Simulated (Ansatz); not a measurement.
The system is Pt.

```xyz
1
Lattice="0.0000 1.9609 1.9609 1.9609 0.0000 1.9609 1.9609 1.9609 0.0000" Properties=species:S:1:pos:R:3 pbc="T T T"
Pt    0.0000    0.0000    0.0000
```

Base run:

| Item | Value |
| --- | --- |
| Program | Ansatz 0.2.0 |
| Functional | BLYP |
| Potentials or basis | Ansatz PAW |
| Cutoff | 420 eV (not typed: the program's choice for these potentials) |
| k mesh | 12 × 12 × 12 |
| Occupations | fermi-dirac, width 0.05 eV |
| Spin | no spin polarisation |

Its results: band gap on the k mesh none (metal or under the smearing width); pressure 25.6 GPa.

Task: The run is repeated on the same cell with these changes: functional from BLYP to PBEsol; spin from no spin polarisation to spin-orbit coupling, no magnetisation; potential files from those of the base run to others of the same set. What comes out?

Result: Band gap on the k mesh none (metal or under the smearing width); pressure -0.4 GPa.

Several settings changed at once, so the effect can't be laid on one alone.

Caveats: the PAW data sets come from PBE, with cores solved anew for the run's functional, which leaves a small shift of forces and pressure; so large a pressure means that the cell lies far from this level's equilibrium, or that cutoff or potentials fall short (some runs); spin-orbit coupling is left out, which moves the levels of the heavy elements (some runs).
